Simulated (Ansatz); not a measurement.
## Deforming Be

```
Be
1.0
     3.74681    0.00000    0.00000
     0.00000    3.74681    0.00000
     0.00000    0.00000    2.28128
Be
4
Cartesian
  1.1143 1.1143 0.0000
  2.6325 2.6325 0.0000
  0.7591 2.9877 1.1406
  2.9877 0.7591 1.1406
```

Atoms are numbered in the order listed.

Structure from Materials Project entry mp-1008501 (possibly hypothetical), not relaxed further.

The calculation used DFT, PBE, all-electron PAW with datasets made for the crystal, scalar-relativistic in Ansatz 0.2.0.

The runs use a Γ-centred 9×9×14 k mesh, Fermi–Dirac smearing of 0.05 eV, cutoff 240 eV (chosen by the program for this cell), no spin polarisation.

The unchanged cell is at -0.06 GPa.

In a metal, stresses and small energies carry noise from the k mesh.

x, y and z are the Cartesian axes of the cell as listed; fractional coordinates follow a strain, and an engineering shear is twice the off-diagonal strain component.

With equal xy, yz and zx engineering shear strains of -3 %: energy change +10 meV/atom; stress change (xx, yy, zz, yz, xz, xy) 0.37, 0.37, 0.05, 4.92, 4.92, 3.75 GPa, compression positive; change of the force on Be1 (0.028, 0.028, 0.123) eV/Å.

Problem. With this change (equal xy, yz and zx engineering shear strains of -1 %), what becomes of the energy and stress and forces?

Solution. Energy change +1 meV/atom; stress change (xx, yy, zz, yz, xz, xy) 0.04, 0.04, 0.01, 1.65, 1.65, 1.33 GPa, compression positive; change of the force on Be1 (0.007, 0.007, 0.036) eV/Å.

Problem. With this change (equal xy, yz and zx engineering shear strains of +2 %), what becomes of the energy and stress and forces?

Solution. Energy change +5 meV/atom; stress change (xx, yy, zz, yz, xz, xy) 0.14, 0.14, 0.05, -3.42, -3.42, -2.71 GPa, compression positive; change of the force on Be2 (0.013, 0.013, 0.054) eV/Å.

With equal xy, yz and zx engineering shear strains of -2 %: energy change +5 meV/atom; stress change (xx, yy, zz, yz, xz, xy) 0.16, 0.16, 0.04, 3.29, 3.29, 2.58 GPa, compression positive; change of the force on Be1 (0.017, 0.017, 0.077) eV/Å.

Problem. With this change (equal xy, yz and zx engineering shear strains of +1 %), what becomes of the energy and stress and forces?

Solution. Energy change +1 meV/atom; stress change (xx, yy, zz, yz, xz, xy) 0.04, 0.04, 0.01, -1.68, -1.68, -1.36 GPa, compression positive; change of the force on Be2 (0.007, 0.007, 0.030) eV/Å.

Problem. With this change (equal xy, yz and zx engineering shear strains of +3 %), what becomes of the energy and stress and forces?

Solution. Energy change +11 meV/atom; stress change (xx, yy, zz, yz, xz, xy) 0.31, 0.31, 0.14, -5.18, -5.18, -4.03 GPa, compression positive; change of the force on Be2 (0.019, 0.019, 0.072) eV/Å.
